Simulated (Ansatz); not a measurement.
C: strain energy, fitted

C, R-3m, a = 2.465 Å, c = 10.122 Å. Ansatz: PBE+D3(BJ), PAW, 420 eV, Γ-centred 8×12×8 mesh on 4 atoms, Gaussian smearing 0.02 eV; no spin polarisation. Series: biaxial strain in the a-b plane, c and atoms relaxed; x is the strain in per cent. The axes a, b, c are those of the computed cell (4.269, 2.465, 3.660 Å), along [1 -1 0], [1 1 0], [-1 1 1] of the cell named above. y is the free energy over the unstrained cell, V0 = 8.877 Å³/atom.

```
x (%) y (meV/atom)
 -6.0        304.31
 -4.0        130.12
 -2.0         30.88
  0.0          0.00
  2.0             ?
  4.0        102.78
  6.0        218.83
```

Question: Fit y = c2 x² + c3 x³ to the other rows, turn c2 into a modulus, and predict the missing energy.

Answer: Least squares on the rows shown. y = 7.2681 x² − 0.19916 x³. In eV per unit strain² c2 is 72.68; M is the biaxial modulus (E = M V0 ε²): 72.68 × 160.2 / (8.877) = 1312 GPa. At x = 2.0 the fit asked for gives 27.48 meV/atom. The run gave 27.16 meV/atom, so the fit is 0.32 meV/atom too high, within the rms miss on the fitted rows (0.63 meV/atom).